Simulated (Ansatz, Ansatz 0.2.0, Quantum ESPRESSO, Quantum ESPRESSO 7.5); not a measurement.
# Bare Sommerfeld coefficient of NbAs₂: r2SCAN falls below experiment, PBEsol and LDA above, with the k mesh unsettled

## The measurement

The reference is an electronic specific-heat coefficient of 0.45 mJ/(mol K²) at ambient pressure, obtained from the specific heat of a single crystal grown by vapour transport ("Pressure-induced superconductivity in topological semimetal NbAs2", 2018, arXiv:1811.08679). Such a coefficient is the part of the low-temperature heat capacity that is linear in temperature, separated from the lattice part. It counts the electronic states at the Fermi level, but with their masses already enhanced by electron-phonon coupling and any other many-body effect. A band structure gives only the bare density of states, so the two numbers are not expected to coincide. The value is small, as befits a compensated semimetal with small electron and hole pockets.

| compared with | measured | source's wording or label | method |
| --- | --- | --- | --- |
| γ (mJ/(mol K²)) | 0.45 | electronic specific-heat coefficient at ambient pressure | specific heat |

Conditions are those given with the value in the passage it was taken from; "not stated" means there, and the paper may say more elsewhere. The values are a selection: others may have been left out beforehand as unlike or outlying.

## Model and target

I want the bare γ of NbAs₂ from the density of states at the Fermi level, in the nonmagnetic C2/m structure with six atoms in the primitive cell. There is no target in per cent. The bare value should lie below the measured one, and the ratio of measured to bare is then the enhancement 1 + λ. The measured γ corresponds to roughly 0.2 states/eV per formula unit if it were all bare, so a small absolute error in the density of states is a large relative one.

Cell and atoms are relaxed at each level. The database cell, whose b axis is about 0.4 % long, serves only as a start. The main numerical risk is the k mesh, because small pockets are easily missed or exaggerated by a coarse one. I therefore begin with a semilocal functional on a light mesh, densify the mesh until γ can be trusted or its scatter is known, and only then look at the functional and the other settings. Spin-orbit coupling is left out throughout. It gaps band crossings, and in a semimetal that can change the density of states at the Fermi level, so it remains a reservation on any λ derived here.

Plain PBE isn't shown in this study.

System: NbAs2, monoclinic C2/m; C2/m (No. 12), 6 atoms in the primitive cell; the database structure is an entry taken as a start alone: a = 9.368 Å, b = 3.396 Å, c = 7.799 Å, β = 119.42°; structure from the Crystallography Open Database; note on this database entry: b about 0.4 % long.

## 1. PBEsol on a light mesh

PBEsol usually gives good cells for solids of this kind at semilocal cost, and a 6×6×4 mesh is the lightest sensible beginning. I expect a small γ, of the order of the measured one, but I would not yet trust its value. The density of states is taken on a mesh twice as dense as that of the self-consistent run, which helps without settling the matter.

**Run 1.** Ansatz 0.2.0: PBEsol, cell and atoms relaxed in a first step at this level from the database structure (its input isn't shown), PAW set soft_2, cutoff 420 eV (default), 6x6x4 k mesh, Gaussian smearing 0.1 eV; density of states on a mesh twice as dense, bare value read at that mesh's own Fermi level (tetrahedra).

Key lines of the input:
```
crystal:
  # lattice and atoms
kpoints:
  mp_grid: { grid: [6, 6, 4] }
hamiltonian:
  xc: pbesol
scf:
  occupations: { method: gaussian, width: 0.1 }
  n_extra_bands: 12
output:
  forces: true
  stress: true
  dos: { de: 0.005, nscf_kmesh: { grid: [12, 12, 8] } }
```

Command:
```
ansatz run input.yaml --threads 8 --pin off --max-ram 16384MiB --backend cpu --events-out ev --progress --plain --runs-dir out
```

Selected lines of the output:
```
NSCF: frozen V_eff on 320 k-points
  P = ⅓ Tr σ = -0.0010 GPa (-0.010 kbar)
# fermi_ev = 14.837165
# tetrahedron_fermi_ev = 14.814708
```

Converged; 17 s on 8 cores of Arm Neoverse V2, shared host.

| quantity | run 1 | measured | deviation |
| --- | --- | --- | --- |
| γ (mJ/(mol K²)) | 0.497 | 0.45 | +0.047 (+10.4 %) |
| N(E_F) per formula unit (states/eV) | 0.211 |  |  |
| conventional cell volume (Å³) | 212.46 |  |  |
| pressure (GPa) | −0.00100 |  |  |

The bare γ comes out at 0.497 mJ/(mol K²), above the measured 0.45. Taken literally, the enhancement 1 + λ would be about 0.91, which electron-phonon coupling cannot give, since it only raises the measured coefficient. The excess is just 0.047 mJ/(mol K²), and on a mesh this coarse the small pockets are poorly resolved, so I do not yet hold it against the functional.

The Fermi level found with tetrahedra lies 0.022 eV below the other one in the output. Near the band edges of a semimetal the density of states can change noticeably over such an interval, which is one more reason to sample more densely. The cell is relaxed to a negligible pressure.

## 2. Denser k meshes with PBEsol

At 17 s for the light mesh, denser ones are affordable. I take 10×10×6 and 14×14×6 together, with functional, potentials and cutoff unchanged, so that the series shows how far γ still moves. The last step refines only the first two directions, so it says nothing about the third. I expect γ to shift by an amount that matters beside the present excess, and would guess downwards, because a coarse mesh tends to blur the minimum in which a semimetal's Fermi level sits.

**Run 2.** Ansatz 0.2.0: PBEsol, cell and atoms relaxed in a first step at this level from the database structure (its input isn't shown), PAW set soft_2, cutoff 420 eV (default), 10x10x6 k mesh, Gaussian smearing 0.1 eV; density of states on a mesh twice as dense, bare value read at that mesh's own Fermi level (tetrahedra).

Key lines of the input:
```
crystal:
  # lattice and atoms
kpoints:
  mp_grid: { grid: [10, 10, 6] }
hamiltonian:
  xc: pbesol
scf:
  occupations: { method: gaussian, width: 0.1 }
  n_extra_bands: 12
output:
  forces: true
  stress: true
  dos: { de: 0.005, nscf_kmesh: { grid: [20, 20, 12] } }
```

Selected lines of the output:
```
# fermi_mp_grid = 20 20 12
# tetrahedron_fermi_ev = 14.812159
```

Converged; took 58 s.

**Run 3.** Ansatz 0.2.0: PBEsol, cell and atoms relaxed in a first step at this level from the database structure (its input isn't shown), PAW set soft_2, cutoff 420 eV (default), 14x14x6 k mesh, Gaussian smearing 0.1 eV; density of states on a mesh twice as dense, bare value read at that mesh's own Fermi level (tetrahedra).

Key lines of the input:
```
crystal:
  # lattice and atoms
kpoints:
  mp_grid: { grid: [14, 14, 6] }
hamiltonian:
  xc: pbesol
scf:
  occupations: { method: gaussian, width: 0.1 }
  n_extra_bands: 12
output:
  forces: true
  stress: true
  dos: { de: 0.005, nscf_kmesh: { grid: [28, 28, 12] } }
```

Command:
```
ansatz run input.yaml --threads 4 --pin off --max-ram 16384MiB --backend cpu --events-out ev --progress --plain --runs-dir out
```

Selected lines of the output:
```
# fermi_mp_grid = 28 28 12
# tetrahedron_fermi_ev = 14.813608
```

Converged; 4 min on 4 cores of Arm Neoverse V1, shared host.

| quantity | run 2 | run 3 | measured |
| --- | --- | --- | --- |
| γ (mJ/(mol K²)) | 0.636 | 0.696 | 0.45 |
| N(E_F) per formula unit (states/eV) | 0.270 | 0.295 |  |
| conventional cell volume (Å³) | 212.50 | 212.50 |  |
| pressure (GPa) | −0.00408 | −0.00292 |  |

I had guessed that γ would fall on denser meshes, but it rises, from 0.497 to 0.636 and then to 0.696 mJ/(mol K²). The last step still adds 0.060, so the coefficient is not converged, and the third direction stayed at 6 divisions in that step. The cell volume, by contrast, hardly moves over the series.

The bare value on the densest mesh is now about 1.5 times the measured one. A ratio of measured to bare below one has no meaning as 1 + λ, so PBEsol without spin-orbit coupling misses the aim on all three meshes. The light mesh came closest only because it was too coarse.

## 3. A higher cutoff at the middle mesh

Before I turn to the functional, the plane-wave basis needs a check. I raise the cutoff from 420 to 590 eV on the 10×10×6 mesh, where the run at the default cutoff serves for comparison and costs less than on the densest mesh. The bands near the Fermi level should be well described already, so I expect a change in γ far smaller than the excess over experiment.

**Run 4.** Ansatz 0.2.0: PBEsol, cell and atoms relaxed in a first step at this level from the database structure (its input isn't shown), PAW set soft_2, cutoff 590 eV, 10x10x6 k mesh, Gaussian smearing 0.1 eV; density of states on a mesh twice as dense, bare value read at that mesh's own Fermi level (tetrahedra).

Key lines of the input, as changed from run 2:
```diff
+ basis:
+   ecutwfc: 590.0
```

Selected lines of the output:
```
Basis set: ecut = 590 eV, 3467 PW (Γ) [...]
# tetrahedron_fermi_ev = 14.812973
```

Converged; took 3.8 min.

| quantity | run 4 | measured | deviation |
| --- | --- | --- | --- |
| γ (mJ/(mol K²)) | 0.637 | 0.45 | +0.187 (+41.6 %) |
| N(E_F) per formula unit (states/eV) | 0.270 |  |  |
| conventional cell volume (Å³) | 212.49 |  |  |
| pressure (GPa) | −0.00324 |  |  |

Raising the cutoff moves γ from 0.636 to 0.637 mJ/(mol K²) and the cell volume by 0.01 Å³. For PBEsol the plane-wave cutoff is therefore not the source of the excess, and the default of 420 eV suffices for this quantity. The k mesh remains the larger numerical uncertainty.

## 4. LDA and r2SCAN on the same mesh

Now I change the functional, keeping the 10×10×6 mesh so that both results can be set beside the PBEsol value of 0.636. LDA costs about as much as PBEsol and should give a similar band overlap in a somewhat smaller cell. r2SCAN is the dearer step. Meta-GGAs often push occupied and empty bands further apart, which in a semimetal would shrink the pockets and could lower γ. Because the mesh is not converged, I will look for a large change, such as a fall below 0.45, and not for a fine ranking.

**Run 5.** Ansatz 0.2.0: LDA, cell and atoms relaxed in a first step at this level from the database structure (its input isn't shown), PAW set soft_2, cutoff 420 eV (default), 10x10x6 k mesh, Gaussian smearing 0.1 eV; density of states on a mesh twice as dense, bare value read at that mesh's own Fermi level (tetrahedra).

Key lines of the input, as changed from run 2:
```diff
  hamiltonian:
-   xc: pbesol
+   xc: lda
```

Converged; 58 s on 8 cores of Arm Neoverse V2, shared host.

**Run 6.** Ansatz 0.2.0: r2SCAN, cell and atoms relaxed in a first step at this level from the database structure (its input isn't shown), PAW set soft_2, cutoff 500 eV (default), 10x10x6 k mesh, Gaussian smearing 0.1 eV; density of states on a mesh twice as dense, bare value read at that mesh's own Fermi level (tetrahedra).

Key lines of the input, as changed from run 2:
```diff
  hamiltonian:
-   xc: pbesol
+   xc: r2scan
```

Selected lines of the output:
```
Basis set: ecut = 500 eV, 2759 PW (Γ) [...]
k-points: 172 of 600
NSCF: frozen V_eff on 1272 k-points
# tetrahedron_fermi_ev = 14.314691
```

Converged; 2.5 min on 8 cores of Arm Neoverse V1, shared host.

| quantity | run 5 | run 6 | measured |
| --- | --- | --- | --- |
| γ (mJ/(mol K²)) | 0.604 | 0.278 | 0.45 |
| N(E_F) per formula unit (states/eV) | 0.256 | 0.118 |  |
| conventional cell volume (Å³) | 208.67 | 218.60 |  |
| pressure (GPa) | −0.00287 | 0.00851 |  |

LDA gives 0.604 mJ/(mol K²), close to PBEsol and likewise above the measured coefficient. r2SCAN drops to 0.278, the first bare value below 0.45. The ratio of measured to bare is then 1.62, or λ ≈ 0.6 if taken at face value.

The fall agrees in direction with smaller pockets, but these runs do not separate the effect of the functional on the bands from that of the cell, which is 218.60 Å³ with r2SCAN against 212.50 Å³ with PBEsol. Nor is the number for λ firm. From the middle to the densest mesh PBEsol still gained 0.060, and how r2SCAN responds to a denser mesh is not shown in this report. The order of bare and measured values is as it should be at this level, while the size of the enhancement remains provisional.

## 5. PBEsol with another program and other potentials

Before I blame PBEsol for its excess, I want to test it with independent potentials. I repeat the relaxation and the density of states in Quantum ESPRESSO with norm-conserving PseudoDojo potentials on the 10×10×6 mesh. If the potentials are not at fault, γ should again lie well above 0.45. The time is limited to 2387 s and the relaxation comes first, so a density of states is not assured. The check concerns PBEsol alone and cannot vouch for the r2SCAN value.

**Run 7.** Quantum ESPRESSO 7.5: PBEsol, PseudoDojo norm-conserving potentials, cell and atoms relaxed from the database structure, cutoff 84 Ry, 10x10x6 k mesh, Marzari-Vanderbilt smearing 0.14 eV; stopped from outside after 2387 s, the time that was left for it; the relaxation is the first step.

Key lines of the input:
```
! potential files: PseudoDojo norm-conserving potentials, made for PBEsol
&control
  calculation = 'vc-relax'
  forc_conv_thr = 2.0d-4
  etot_conv_thr = 1.0d-5
  nstep = 60
/
&system
  nat = 6
  ntyp = 2
  ecutwfc = 84
  nbnd = 57
  occupations = 'smearing'
  smearing = 'mv'
  degauss = 0.01029
/
&electrons
  conv_thr = 1.0d-8
  electron_maxstep = 100
  mixing_beta = 0.4
/
&ions
/
&cell
  press_conv_thr = 0.5
/
ATOMIC_SPECIES
  Nb 92.906 Nb.upf
  As 74.922 As.upf
[... cell and positions ...]
K_POINTS automatic
  10 10 6 0 0 0
```

Command:
```
OMP_NUM_THREADS=1 mpirun -n 4 pw.x -nk 4 -in relax.in > relax.out
```

Selected lines of the output:
```
     kinetic-energy cutoff     =      84.0000  Ry
     number of k points=   172  Marzari-Vanderbilt smearing, width (Ry)=  0.0103
     new unit-cell volume =    717.03469 a.u.^3 (   106.25358 Ang^3 )
     new unit-cell volume =    717.31523 a.u.^3 (   106.29515 Ang^3 )
          total   stress  (Ry/bohr**3)                   (kbar)     P=        0.35
     new unit-cell volume =    717.46171 a.u.^3 (   106.31686 Ang^3 )
          total   stress  (Ry/bohr**3)                   (kbar)     P=       -0.02
     new unit-cell volume =    717.51831 a.u.^3 (   106.32524 Ang^3 )
     estimated scf accuracy    <       0.00000024 Ry
     estimated scf accuracy    <       0.00000008 Ry
     estimated scf accuracy    <       0.00000007 Ry
```

Cut off at its time limit; 40 min on 4 cores of Arm Neoverse V2, shared host.

The Quantum ESPRESSO run reached its time limit during the relaxation, so the comparison of γ that I wanted from it is not shown in this report. What it offers is a partial check of the structure. The last cell has a primitive volume of 106.325 Å³; doubled to give the conventional cell, this is to be set against 212.50 Å³ from the PBEsol run on the same mesh with the other potentials. The relaxation was cut off before its end, but its volume was changing only slightly by then, and the two programs agree to better than 0.1 %.

A volume error caused by the potentials or the program is thus an unlikely source of the excess in γ. The check says nothing about how far the PBEsol volume itself lies from that of the real crystal, since both programs use the same functional. Nor does agreement in volume test the bands at the Fermi level, so an influence of the potentials on the small pockets is not excluded.

## Collected results

| run | settings | γ (mJ/(mol K²)) | deviation | cost | status |
| --- | --- | --- | --- | --- | --- |
| 1 | Ansatz: PBEsol, PAW set soft_2, cutoff 420 eV (default), 6x6x4 k mesh, Gaussian smearing 0.1 eV, density of states on a mesh twice as dense | 0.497 | +0.047 (+10.4 %) | 2.2 core-min |  |
| 2 | Ansatz: PBEsol, PAW set soft_2, cutoff 420 eV (default), 10x10x6 k mesh, Gaussian smearing 0.1 eV, density of states on a mesh twice as dense | 0.636 | +0.186 (+41.2 %) | 7.8 core-min |  |
| 3 | Ansatz: PBEsol, PAW set soft_2, cutoff 420 eV (default), 14x14x6 k mesh, Gaussian smearing 0.1 eV, density of states on a mesh twice as dense | 0.696 | +0.246 (+54.7 %) | 16 core-min |  |
| 4 | Ansatz: PBEsol, PAW set soft_2, cutoff 590 eV, 10x10x6 k mesh, Gaussian smearing 0.1 eV, density of states on a mesh twice as dense | 0.637 | +0.187 (+41.6 %) | 15 core-min |  |
| 5 | Ansatz: LDA, PAW set soft_2, cutoff 420 eV (default), 10x10x6 k mesh, Gaussian smearing 0.1 eV, density of states on a mesh twice as dense | 0.604 | +0.154 (+34.1 %) | 7.7 core-min |  |
| 6 | Ansatz: r2SCAN, PAW set soft_2, cutoff 500 eV (default), 10x10x6 k mesh, Gaussian smearing 0.1 eV, density of states on a mesh twice as dense | 0.278 | −0.172 (−38.3 %) | 20 core-min |  |
| 7 | Quantum ESPRESSO: PBEsol, cutoff 84 Ry, stopped from outside after 2387 s, the time that was left for it, the relaxation is the first step | – |  | 2.7 core-h | cut off at its time limit |
|  | measured | 0.45 |  |  |  |

## Outcome

Of the levels shown, only r2SCAN meets the aim that the bare coefficient lie below the measured one. It gives 0.278 against 0.45 mJ/(mol K²) for 20 core-minutes, a ratio of 1.62. I accept the order of the two values provisionally, but not the ratio as a determination of 1 + λ.

PBEsol and LDA, which are cheaper on the same mesh, fail with 0.636 and 0.604. Many-body enhancement cannot explain a bare value that is too high. A band overlap that is too large would have the right sign, but that remains a conjecture.

The mesh series mattered most. PBEsol rose from 0.497 to 0.696 without settling, so the small excess on the lightest mesh was a product of coarse sampling. The higher cutoff changed almost nothing. The Quantum ESPRESSO run, the dearest at 2.7 core-hours, reproduced the PBEsol volume with other potentials; a γ from it is not shown in this report, so the influence of the potentials on the pockets is unchecked.

The r2SCAN value rests on a single mesh and cutoff, and its own convergence in either is not shown in this report. Taken literally, it implies λ of about 0.6, which seems large for a semimetal with so few states at the Fermi level that superconducts only under pressure. The bare value may therefore be too low, and the correct order could owe something to compensating errors.

Spin-orbit coupling is the main missing physics. By gapping band crossings it can reshape the pockets and change γ, by an amount and in a direction not shown in this report. A trustworthy enhancement would need it, together with a mesh converged at the level used.

[Logs are printed without paths, hosts, clocks, repeated set-up lines and the standing remarks that a program may print on its own settings, such as how far it seeks lower states.]

[The runs shown are a pick from a larger set of finished runs; failed, doubtful and other runs were left out of it ahead of writing. So were measured values far from every level or from commonly accepted values, and agreement can look better than it is. Lines of input and output are excerpts and may be shortened.]
